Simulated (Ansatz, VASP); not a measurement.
# Na in VASP and in Ansatz

```
Na
1.0
    -2.12453    2.12453    2.12453
     2.12453   -2.12453    2.12453
     2.12453    2.12453   -2.12453
Na
1
Direct
  0.00000 0.00000 0.00000
```

Change from the starting cell: volume scaled by 1.01, crystal datasets.

Alike in both runs: task electric field gradients; functional PBEsol; k mesh 12 × 12 × 12; occupations fermi-dirac, width 0.05 eV; no spin polarisation.

|  | VASP | Ansatz |
| --- | --- | --- |
| version | VASP 6.6.1 | Ansatz 0.2.0 |
| potentials or method | VASP PAW PBE potentials, release 64 (Na_pv), cutoff 520 eV | all-electron PAW with datasets made for the crystal, scalar-relativistic |

```tsv
	VASP	Ansatz	Ansatz less VASP
pressure (GPa)	-0.4	-0.4	0.00
Vzz of the field gradient on the site that differs most (V/Å²)	0.0	0.0	+0.01
```

Ansatz ran all-electron here, so the differences hold the error of VASP's frozen core and of both bases.

Caveats: the PAW data sets were made with another functional, which shifts forces and pressure a little (VASP).
